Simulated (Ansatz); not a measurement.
Input of an Ansatz 0.2.0 run:

The input input.yaml:

```yaml
crystal:
  lattice:
    - [1.540698181, 0.8895225095, 4.8137698526]
    - [-1.540698181, 0.8895225095, 4.8137698526]
    - [0.0, -1.7790450191, 4.8137698526]
  atoms:
    - { symbol: Ti, position: [0.75450217, 0.75450217, 0.75450217] }
    - { symbol: Ti, position: [0.24549783, 0.24549783, 0.24549783] }
    - { symbol: C, position: [0.5, 0.5, 0.5] }
kpoints:
  mp_grid: { grid: [10, 10, 10] }
  band_path:
    path:
      - [0.0, 0.0, 0.0]
      - [0.5, 0.0, 0.0]
      - [0.5, 0.1894308451, -0.1894308451]
    npoints: 12
scf:
  occupations: { method: fermi_dirac, width: 0.05 }
hamiltonian:
  xc: lda
  pseudopotentials: { kind: all_electron, lapw: { basis_error: 0.002 } }
output:
  forces: true
  stress: true
  eigenvalues: true
```

Potentials or basis: all-electron LAPW, scalar-relativistic.

Command:

```sh
$ ansatz run input.yaml --threads 2 --pin off --max-ram 8192MiB --backend cpu --events-out ev --progress --plain --runs-dir out
```

Q: Estimate the pressure.

A: -9.2 GPa.

Q: Predict the band gap along the path.

A: None (metal or under the smearing width).

Q: What does it give for the largest force?

A: 0.369 eV/Å.

Stress tensor (GPa, compression positive):
```
-9.45  0.00  0.00
 0.00 -9.45  0.00
 0.00  0.00 -8.65
```
